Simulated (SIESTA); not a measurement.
Runs of SIESTA 5.4.2 on TePb. Symmetry: Fm-3m, No. 225, cubic system. Conventional cell: a = 6.462 Å, b = 6.462 Å, c = 6.462 Å, α = 90.00°, β = 90.00°, γ = 90.00°. Pb (site symmetry m-3m) is surrounded by 6 Te at 3.23 Å. Around Te (site symmetry m-3m) lie 6 Pb at 3.23 Å. 

| task | level | potentials or basis | spin | k mesh | pressure (GPa) |
| --- | --- | --- | --- | --- | --- |
| band structure | vdW-DF-cx | PseudoDojo 0.4 standard (PBE files), DZP (energy shift 0.002 Ry) | off | 7 × 7 × 7 | 1.1 |
| band structure | PBE | PseudoDojo 0.4 standard (PBE files, fully relativistic), TZP (energy shift 0.002 Ry) | non-collinear, zero start, SOC | 5 × 5 × 5 | 2.6 |
| band structure | PBE | PseudoDojo 0.4 standard (PBE files), DZ (energy shift 0.002 Ry) | off | 7 × 7 × 7 | (b) |
| band structure | BLYP | PseudoDojo 0.4 standard (PBE files), DZP (energy shift 0.002 Ry) | off | 7 × 7 × 7 | (a) |
| band structure | AM05 | PseudoDojo 0.4 standard (PBEsol files), DZP (energy shift 0.002 Ry) | off | 7 × 7 × 7 | 0.9 |

Alike in all rows: cell as given; smearing fermi-dirac 0.05 eV; grid cutoff 500 Ry; energy shift 0.002 Ry.

Question: Estimate the missing entries.

Answer: (a) 6.1; (b) 3.5.

Caveats: semicore shells carry a single zeta, which can move pressures by several GPa and volumes by a few percent; the basis of atomic orbitals isn't converged, which shifts pressures, moduli and gaps; the potentials were made for another functional, which shifts forces and pressure (some runs); the basis has no polarisation orbitals (some runs).
